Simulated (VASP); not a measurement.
Runs of VASP 6.6.1 on KF. All rows change the cell; the cell of one of them follows. It takes space group R-3m (No. 166, trigonal). Conventional cell: a = 3.650 Å, b = 3.650 Å, c = 9.380 Å, α = 90.00°, β = 90.00°, γ = 120.00°. Around K (site symmetry -3m) lie 6 F at 2.62 Å. F (site symmetry -3m) is surrounded by 6 K at 2.62 Å. 

```csv
cell,gap on the mesh (eV),pressure (GPa)
"volume 18.034 Å^3 an atom, length along [111] over the lengths across it, relative to the cubic cell 1.0493",6.06,-1.7
"volume 18.034 Å^3 an atom, length along [111] over the lengths across it, relative to the cubic cell 1.0162",(b),-1.7
"volume 18.309 Å^3 an atom, length along [111] over the lengths across it, relative to the cubic cell 1.0326",(a),-2.2
"volume 16.933 Å^3 an atom, length along [111] over the lengths across it, relative to the cubic cell 1.0835",6.38,0.8
```

Alike in all rows: task single point; level LDA; potentials or basis VASP PAW LDA potentials, release 64 (K_sv, F); no spin polarisation; k mesh 8 × 8 × 8; cutoff (eV) 520; smearing gaussian 0.05 eV.

Problem. Fill in the values left out.

Solution. (a) 5.99; (b) 6.08.

A k mesh can miss the band edges.
